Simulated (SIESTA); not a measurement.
PbS under changes of volume

One of the cells (26.664 Å³/atom); the others are scaled copies at fixed shape and fractional positions:

```
Pb S
1.0
     2.07995   -5.99130    0.00000
     2.07995    5.99130    0.00000
     0.00000    0.00000    4.27932
Pb S
2 2
Direct
  0.13056 0.86944 0.25000
  0.86944 0.13056 0.75000
  0.35480 0.64520 0.25000
  0.64520 0.35480 0.75000
```

Measurements of this composition are mostly on another form, of space group No. 225.

```yaml
Program: SIESTA 5.4.2
Functional: LDA
Potentials_or_basis: PseudoDojo 0.4 standard (LDA files)
Basis: DZP (energy shift 0.003 Ry; two zetas on semicore shells)
Grid_cutoff: 500 Ry
Energy_shift: 0.003 Ry
k_mesh: 7 × 7 × 6
Occupations: fermi-dirac, width 0.05 eV
Spin: no spin polarisation
```

| volume (Å³/atom) | energy over the lowest point (meV/atom) | pressure (GPa) | gap on the mesh (eV) | largest force (eV/Å) |
| --- | --- | --- | --- | --- |
| 25.064 | 1.32 | 1.1 | 0.92 | 0.534 |
| 25.597 | 0.00 | -0.3 | 0.98 | 0.382 |
| 26.130 | 2.88 | -1.4 | 1.02 | 0.239 |
| 26.664 | 9.53 | -2.5 | 1.07 | 0.135 |
| 27.197 | 19.53 | -3.5 | 1.11 | 0.053 |
| 27.730 | 32.55 | -4.3 | 1.14 | 0.136 |
| 28.263 | ? | ? | ? | ? |

What does the run at 28.263 Å³/atom give?

Energy over the lowest point 48.25 meV/atom; pressure -5.1 GPa; gap on the mesh 1.16 eV; largest force 0.245 eV/Å.

Worked out: A Birch-Murnaghan fit of order 3 (a polynomial in V^(-2/3)) to the other rows has its minimum at 25.49 Å³/atom with B0 = V·E''(V) = 62 GPa and B' = 4.3 at fixed shape and positions, which overstates the stiffness. It gives 48.26 meV/atom at 28.263 Å³/atom, against the run's 48.25, and -dE/dV = -5.1 GPa, against -5.1. A straight line through the other rows of the gap, of slope 2.18 eV per unit of ln V, extrapolates to 1.19 eV, against the run's 1.16.

Energies are extrapolated to zero smearing.

Caveats: spin-orbit coupling is left out, which as a rule narrows the gap of such compounds by several tenths of an eV; an odd mesh through Γ misses points on the zone boundary, where band edges often lie; the basis of atomic orbitals isn't converged, which shifts pressures, moduli and gaps.
